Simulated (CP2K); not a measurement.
# ZnS (F-43m) in CP2K: notebook

Aim: see how the results for ZnS move with the level of theory and the settings. Levels: PBEsol, RPBE. Tasks: band structure.

Everything below comes from runs of CP2K 2026.2. Logs are shortened: lines on timing, memory, paths and dates and some standing lists are left out, and cuts for length are marked.

**What was measured.**

“Electronic, vibrational, and thermodynamic properties of ZnS (zincblende and rocksalt structure)”, 2009, arxiv:0911.5022 quotes, for a bulk crystal of ZnS at 19 K: band gap 3.85 eV (direct).

The runs below are set against these values where they give the same quantity.

### Step 1. Starting point

The structure is cubic, space group F-43m (No. 216). The conventional cell has a = 5.404 Å, b = 5.404 Å, c = 5.404 Å, α = 90.00°, β = 90.00°, γ = 90.00°. Zn (site symmetry -43m) is surrounded by 4 S at 2.34 Å. S (site symmetry -43m) is surrounded by 4 Zn at 2.34 Å.

### Step 2. Band structure, PBEsol

Input file zns_bands.inp:

```
&GLOBAL
  PROJECT zns_bands
  RUN_TYPE ENERGY_FORCE
  PRINT_LEVEL LOW
&END GLOBAL
&FORCE_EVAL
  METHOD QS
  STRESS_TENSOR ANALYTICAL
  &DFT
    BASIS_SET_FILE_NAME BASIS_MOLOPT_UZH
    POTENTIAL_FILE_NAME POTENTIAL_UZH
    &MGRID
      CUTOFF 450
      REL_CUTOFF 60
      NGRIDS 5
    &END MGRID
    &QS
      METHOD GPW
      EPS_DEFAULT 1.0E-10
    &END QS
    &KPOINTS
      SCHEME MONKHORST-PACK 9 9 9
      GAMMA_CENTERED T
      SYMMETRY T
      SYMMETRY_BACKEND SPGLIB
    &END KPOINTS
    &SCF
      SCF_GUESS ATOMIC
      EPS_SCF 1.0E-6
      MAX_SCF 100
      ADDED_MOS 10
      CHOLESKY OFF
      EPS_EIGVAL 1.0E-7
      &DIAGONALIZATION ON
        ALGORITHM STANDARD
      &END DIAGONALIZATION
      &MIXING ON
        METHOD BROYDEN_MIXING
        ALPHA 0.4
        BETA 1.5
        NBUFFER 8
      &END MIXING
      &SMEAR ON
        METHOD FERMI_DIRAC
        ELECTRONIC_TEMPERATURE [K] 580.226
      &END SMEAR
    &END SCF
    &XC
      &XC_FUNCTIONAL
        &GGA_X_PBE_SOL
        &END GGA_X_PBE_SOL
        &GGA_C_PBE_SOL
        &END GGA_C_PBE_SOL
      &END XC_FUNCTIONAL
    &END XC
    &PRINT
      &KPOINTS ON
      &END KPOINTS
      &MULLIKEN ON
      &END MULLIKEN
      &MO ON
        ENERGIES T
        OCCUPATION_NUMBERS T
        &EACH
          QS_SCF 0
        &END EACH
        ADD_LAST NUMERIC
      &END MO
      &LOWDIN ON
      &END LOWDIN
      &HIRSHFELD ON
        SHAPE_FUNCTION DENSITY
      &END HIRSHFELD
      &BAND_STRUCTURE
        FILE_NAME bands.bs
        ADDED_MOS 4
        &KPOINT_SET
          UNITS B_VECTOR
          NPOINTS 6
          SPECIAL_POINT GAMMA 0.00000000 0.00000000 0.00000000
          SPECIAL_POINT X 0.50000000 0.00000000 0.50000000
          SPECIAL_POINT W 0.50000000 0.25000000 0.75000000
          SPECIAL_POINT K 0.37500000 0.37500000 0.75000000
          SPECIAL_POINT GAMMA 0.00000000 0.00000000 0.00000000
          SPECIAL_POINT L 0.50000000 0.50000000 0.50000000
          SPECIAL_POINT U 0.62500000 0.25000000 0.62500000
          SPECIAL_POINT W 0.50000000 0.25000000 0.75000000
          SPECIAL_POINT L 0.50000000 0.50000000 0.50000000
          SPECIAL_POINT K 0.37500000 0.37500000 0.75000000
        &END KPOINT_SET
        &KPOINT_SET
          UNITS B_VECTOR
          NPOINTS 6
          SPECIAL_POINT U 0.62500000 0.25000000 0.62500000
          SPECIAL_POINT X 0.50000000 0.00000000 0.50000000
        &END KPOINT_SET
      &END BAND_STRUCTURE
    &END PRINT
  &END DFT
  &SUBSYS
    &CELL
      A 3.8212050455 0.0000000000 0.0000000000
      B 1.9106025228 3.3092606425 0.0000000000
      C 1.9106025228 1.1030868808 3.1200008547
      PERIODIC XYZ
    &END CELL
    &COORD
      SCALED
      Zn  0.7500000000 0.7500000000 0.7500000000
      S   0.0000000000 0.0000000000 0.0000000000
    &END COORD
    &KIND Zn
      BASIS_SET TZVP-MOLOPT-PBE-GTH-q12
      POTENTIAL GTH-PBE-q12
    &END KIND
    &KIND S
      BASIS_SET TZVP-MOLOPT-PBE-GTH-q6
      POTENTIAL GTH-PBE-q6
    &END KIND
    &PRINT
      &ATOMIC_COORDINATES ON
      &END ATOMIC_COORDINATES
      &CELL ON
      &END CELL
      &SYMMETRY ON
      &END SYMMETRY
    &END PRINT
  &END SUBSYS
  &PRINT
    &FORCES ON
    &END FORCES
    &STRESS_TENSOR ON
    &END STRESS_TENSOR
  &END PRINT
&END FORCE_EVAL
```

Potentials or basis: POTENTIAL_UZH Zn GTH-PBE-q12, S GTH-PBE-q6; TZVP-MOLOPT-PBE-GTH basis.

Run with:

```console
$ OMP_NUM_THREADS=1 cp2k.psmp -i zns_bands.inp -o zns_bands.out
```

zns_bands.out:

```text

 CP2K| version string:                                       CP2K version 2026.2
 CP2K| Input file name                                             zns_bands.inp

 GLOBAL| Force Environment number                                              1
 GLOBAL| Basis set file name                                    BASIS_MOLOPT_UZH
 GLOBAL| Potential file name                                       POTENTIAL_UZH
 GLOBAL| MM Potential file name                                     MM_POTENTIAL
 GLOBAL| Coordinate file name                                      __STD_INPUT__
 GLOBAL| Method name                                                        CP2K
 GLOBAL| Project name                                                  zns_bands
 GLOBAL| Run type                                                   ENERGY_FORCE
 GLOBAL| FFT library                                                       FFTW3
[... 8 lines left out ...]
 GLOBAL| CPU model name                                                  UNKNOWN

 CELL| Volume [angstrom^3]:                                            39.453545
 CELL| Vector a [angstrom]:       3.821     0.000     0.000   |a| =     3.821205
 CELL| Vector b [angstrom]:       1.911     3.309     0.000   |b| =     3.821205
 CELL| Vector c [angstrom]:       1.911     1.103     3.120   |c| =     3.821205
 CELL| Angle (b,c), alpha [degree]:                                    60.000000
 CELL| Angle (a,c), beta  [degree]:                                    60.000000
 CELL| Angle (a,b), gamma [degree]:                                    60.000000
 CELL| Numerically orthorhombic:                                              NO
 CELL| Periodicity                                                           XYZ

 CELL_REF| Volume [angstrom^3]:                                        39.453545
 CELL_REF| Vector a [angstrom     3.821     0.000     0.000   |a| =     3.821205
 CELL_REF| Vector b [angstrom     1.911     3.309     0.000   |b| =     3.821205
 CELL_REF| Vector c [angstrom     1.911     1.103     3.120   |c| =     3.821205
 CELL_REF| Angle (b,c), alpha [degree]:                                60.000000
 CELL_REF| Angle (a,c), beta  [degree]:                                60.000000
 CELL_REF| Angle (a,b), gamma [degree]:                                60.000000
 CELL_REF| Numerically orthorhombic:                                          NO
 CELL_REF| Periodicity                                                       XYZ
[... 10 lines left out ...]

  Total number of            - Atomic kinds:                                   2
                             - Atoms:                                          2
                             - Shell sets:                                     2
                             - Shells:                                        17
                             - Primitive Cartesian functions:                 10
                             - Cartesian basis functions:                     58
                             - Spherical basis functions:                     51

  Maximum angular momentum of- Orbital basis functions:                        3
                             - Local part of the GTH pseudopotential:          0
                             - Non-local part of the GTH pseudopotential:      4

 MODULE QUICKSTEP: ATOMIC COORDINATES IN ANGSTROM

[... 138 lines left out ...]
 MO|      6              -0.097469              -2.652260               2.000000
[... 348 lines left out ...]
 MO|     18               0.812375              22.105858               0.000000
 MO|     19               0.847473              23.060918               0.000000
 MO| Sum:                                                              18.000000
 MO| E(Fermi):            0.153901 a.u.          4.187860 eV
 MO| Band gap:            0.246778 a.u.          6.715181 eV

 [... the levels of further k-points ...]

 !-----------------------------------------------------------------------------!
                     Mulliken Population Analysis

 #  Atom  Element  Kind  Atomic population                           Net charge
       1     Zn       1         11.706366                              0.293634
       2     S        2          6.293634                             -0.293634
 # Total charge                             18.000000                 -0.000000

 !-----------------------------------------------------------------------------!

 !-----------------------------------------------------------------------------!
                           Hirshfeld Charges

  #Atom  Element  Kind  Ref Charge     Population                    Net charge
      1       Zn     1      12.000         11.781                         0.219
      2       S      2       6.000          6.219                        -0.219

  Total Charge                                                           -0.000
 !-----------------------------------------------------------------------------!

 LOWDIN POPULATION ANALYSIS

 #  Atom  Element  Kind  Atomic population                           Net charge
       1     Zn       1         13.361427                             -1.361427
       2     S        2          4.638573                              1.361427
 # Total charge                             18.000000                 -0.000000

 KPOINTS| Band Structure Calculation
 KPOINTS| Number of k-point sets                                               2
 KPOINTS| Number of added MOs/bands                                            4
 KPOINTS| Number of k-points in set    1                                      55
 KPOINTS| In units of b-vector [2pi/Bohr]
 KPOINTS| Special point     1       GAMMA     0.000000     0.000000     0.000000
 KPOINTS| Special point     2           X     0.500000     0.000000     0.500000
 KPOINTS| Special point     3           W     0.500000     0.250000     0.750000
 KPOINTS| Special point     4           K     0.375000     0.375000     0.750000
 KPOINTS| Special point     5       GAMMA     0.000000     0.000000     0.000000
 KPOINTS| Special point     6           L     0.500000     0.500000     0.500000
 KPOINTS| Special point     7           U     0.625000     0.250000     0.625000
 KPOINTS| Special point     8           W     0.500000     0.250000     0.750000
 KPOINTS| Special point     9           L     0.500000     0.500000     0.500000
 KPOINTS| Special point    10           K     0.375000     0.375000     0.750000
 KPOINTS| Number of k-points in set    2                                       7
 KPOINTS| In units of b-vector [2pi/Bohr]
 KPOINTS| Special point     1           U     0.625000     0.250000     0.625000
 KPOINTS| Special point     2           X     0.500000     0.000000     0.500000

 ENERGY| Total FORCE_EVAL ( QS ) energy [hartree]            -70.670574575003684

 FORCES| Atomic forces [hartree/bohr]
 FORCES|   Atom     x               y               z               |f|
 FORCES|      1 -1.31794494E-06 -7.59742183E-07 -5.35389332E-07   1.61270853E-06
 FORCES|      2  1.39236282E-06  8.02721268E-07  5.65809546E-07   1.70387092E-06
 FORCES| Sum     7.44178776E-08  4.29790850E-08  3.04202142E-08
 FORCES| Total atomic force                                       9.11625563E-08

 STRESS| Analytical stress tensor [bar]
 STRESS|                        x                   y                   z
 STRESS|      x       -1.29506056442E+04  -2.18102050096E+01  -1.54138638697E+01
 STRESS|      y       -2.18102050096E+01  -1.29253731149E+04  -8.94619649445E+00
 STRESS|      z       -1.54138638697E+01  -8.94619649445E+00  -1.29190704875E+04
 STRESS| 1/3 Trace                                            -1.29316830822E+04
 STRESS| Determinant                                          -2.16253117819E+12

 STRESS| Eigenvectors and eigenvalues of the analytical stress tensor [bar]
 STRESS|                        1                   2                   3
 STRESS| Eigenvalues  -1.29694857767E+04  -1.29128284679E+04  -1.29127350020E+04
 STRESS|      x           0.816564009943     -0.571651388734      0.080236571617
 STRESS|      y           0.471318339721      0.579985442820     -0.664436534787
 STRESS|      z           0.333290024317      0.580371928917      0.743025022335
```

Wall time 63 s (1 thread of Arm Neoverse V2, shared host); peak memory 0.35 GiB.

Results:

* Free energy: -1923.0441 eV
* Pressure: -1.3 GPa
* Band gap on the k mesh: 1.90 eV, direct
* Band gap along the path: 1.90 eV, direct
* Mulliken charges: Zn +0.29; S -0.29 e
* Hirshfeld charges: Zn +0.22; S -0.22 e

Levels at the corners of the path, in eV from the valence-band top:
```csv
point,band 5,band 6,band 7,band 8,band 9,band 10,band 11,band 12,band 13,band 14
Γ,-5.87,-5.87,0.00,0.00,0.00,1.90,6.25,6.25,6.25,12.88
X,-5.79,-5.66,-4.65,-2.28,-2.28,3.22,3.98,10.88,11.95,11.95
W,-5.91,-5.47,-4.70,-2.85,-2.79,5.57,5.98,7.76,8.26,12.38
K,-5.83,-5.52,-4.73,-3.20,-1.86,3.98,5.89,9.36,9.76,10.64
Γ,-5.87,-5.87,0.00,0.00,0.00,1.90,6.25,6.25,6.25,12.88
L,-5.84,-5.67,-5.42,-0.90,-0.90,3.12,6.89,6.89,8.78,13.05
U,-5.83,-5.52,-4.73,-3.20,-1.86,3.98,5.89,9.36,9.76,10.64
W,-5.91,-5.47,-4.70,-2.85,-2.79,5.57,5.98,7.76,8.26,12.38
L,-5.84,-5.67,-5.42,-0.90,-0.90,3.12,6.89,6.89,8.78,13.05
K,-5.83,-5.52,-4.73,-3.20,-1.86,3.98,5.89,9.36,9.76,10.64
U,-5.83,-5.52,-4.73,-3.20,-1.86,3.98,5.89,9.36,9.76,10.64
X,-5.79,-5.66,-4.65,-2.28,-2.28,3.22,3.98,10.88,11.95,11.95
```

Caveat: Mulliken charges move with the basis; the potentials were made for another functional, which shifts forces and pressure; the basis of atomic orbitals isn't converged, which shifts pressures, moduli and gaps.

### Step 3. Band structure, RPBE

Edit zns_bands.inp of step 2 so:

```diff
@@ -14,3 +14,3 @@
       REL_CUTOFF 60
-      NGRIDS 5
+      NGRIDS 4
     &END MGRID
@@ -44,3 +44,3 @@
         METHOD FERMI_DIRAC
-        ELECTRONIC_TEMPERATURE [K] 580.226
+        ELECTRONIC_TEMPERATURE 580.23
       &END SMEAR
@@ -49,6 +49,6 @@
       &XC_FUNCTIONAL
-        &GGA_X_PBE_SOL
-        &END GGA_X_PBE_SOL
-        &GGA_C_PBE_SOL
-        &END GGA_C_PBE_SOL
+        &GGA_X_RPBE
+        &END GGA_X_RPBE
+        &GGA_C_PBE
+        &END GGA_C_PBE
       &END XC_FUNCTIONAL
@@ -68,13 +68,8 @@
       &END MO
-      &LOWDIN ON
-      &END LOWDIN
-      &HIRSHFELD ON
-        SHAPE_FUNCTION DENSITY
-      &END HIRSHFELD
       &BAND_STRUCTURE
         FILE_NAME bands.bs
-        ADDED_MOS 4
+        ADDED_MOS 2
         &KPOINT_SET
           UNITS B_VECTOR
-          NPOINTS 6
+          NPOINTS 10
           SPECIAL_POINT GAMMA 0.00000000 0.00000000 0.00000000
@@ -92,3 +87,3 @@
           UNITS B_VECTOR
-          NPOINTS 6
+          NPOINTS 10
           SPECIAL_POINT U 0.62500000 0.25000000 0.62500000
@@ -124,4 +119,2 @@
       &END CELL
-      &SYMMETRY ON
-      &END SYMMETRY
     &END PRINT
```

Potentials or basis: POTENTIAL_UZH Zn GTH-PBE-q12, S GTH-PBE-q6; TZVP-MOLOPT-PBE-GTH basis.

Run with:

```console
$ OMP_NUM_THREADS=1 cp2k.psmp -i zns_bands.inp -o zns_bands.out
```

Wall time 67 s (1 thread of Arm Neoverse V2, shared host); peak memory 0.35 GiB.

It converged, with:

```yaml
Free_energy: -1928.9031 eV
Pressure: 4.2 GPa
Band_gap_on_the_k_mesh: 2.23 eV, direct
Band_gap_along_the_path: 2.23 eV, direct
Mulliken_charges: Zn +0.48; S -0.48 e
```

Levels at the corners of the path, in eV from the valence-band top:
| point | band 6 | band 7 | band 8 | band 9 | band 10 | band 11 | band 12 | band 13 |
| --- | --- | --- | --- | --- | --- | --- | --- | --- |
| Γ | -5.88 | 0.00 | 0.00 | 0.00 | 2.23 | 6.49 | 6.49 | 6.49 |
| X | -5.65 | -4.54 | -2.20 | -2.20 | 3.59 | 4.25 | 11.20 | 12.17 |
| W | -5.48 | -4.55 | -2.71 | -2.68 | 5.87 | 6.13 | 8.05 | 8.60 |
| K | -5.53 | -4.58 | -3.07 | -1.79 | 4.30 | 6.10 | 9.67 | 9.96 |
| Γ | -5.88 | 0.00 | 0.00 | 0.00 | 2.23 | 6.49 | 6.49 | 6.49 |
| L | -5.67 | -5.24 | -0.86 | -0.86 | 3.42 | 7.12 | 7.12 | 9.12 |
| U | -5.53 | -4.58 | -3.07 | -1.79 | 4.30 | 6.10 | 9.67 | 9.96 |
| W | -5.48 | -4.55 | -2.71 | -2.68 | 5.87 | 6.13 | 8.05 | 8.60 |
| L | -5.67 | -5.24 | -0.86 | -0.86 | 3.42 | 7.12 | 7.12 | 9.12 |
| K | -5.53 | -4.58 | -3.07 | -1.79 | 4.30 | 6.10 | 9.67 | 9.96 |
| U | -5.53 | -4.58 | -3.07 | -1.79 | 4.30 | 6.10 | 9.67 | 9.96 |
| X | -5.65 | -4.54 | -2.20 | -2.20 | 3.59 | 4.25 | 11.20 | 12.17 |

Caveat: Mulliken charges move with the basis; the potentials were made for another functional, which shifts forces and pressure; the basis of atomic orbitals isn't converged, which shifts pressures, moduli and gaps.

### Step 4. Against experiment

Step 2. Measured gap of ZnS: 3.85 eV (direct; 19 K; quoted in “Electronic, vibrational, and thermodynamic properties of ZnS (zincblende and rocksalt structure)”, 2009, arxiv:0911.5022). This calculation gives 1.90 eV (-1.95 eV). So large a miss can be the level of theory's own, or it may mean another phase, state or a wrong row. The value is that of PBEsol in an atomic basis (POTENTIAL_UZH Zn GTH-PBE-q12, S GTH-PBE-q6; TZVP-MOLOPT-PBE-GTH basis), whose error adds to the functional's,, without temperature or zero-point motion. Semilocal functionals fall short of measured gaps as a rule.

Step 3. A measured gap of ZnS is 3.85 eV (direct; 19 K; quoted in “Electronic, vibrational, and thermodynamic properties of ZnS (zincblende and rocksalt structure)”, 2009, arxiv:0911.5022); the calculated 2.23 eV misses it by -1.62 eV. The value is that of RPBE in an atomic basis (POTENTIAL_UZH Zn GTH-PBE-q12, S GTH-PBE-q6; TZVP-MOLOPT-PBE-GTH basis), whose error adds to the functional's,, without temperature or zero-point motion. Semilocal functionals fall short of measured gaps as a rule.
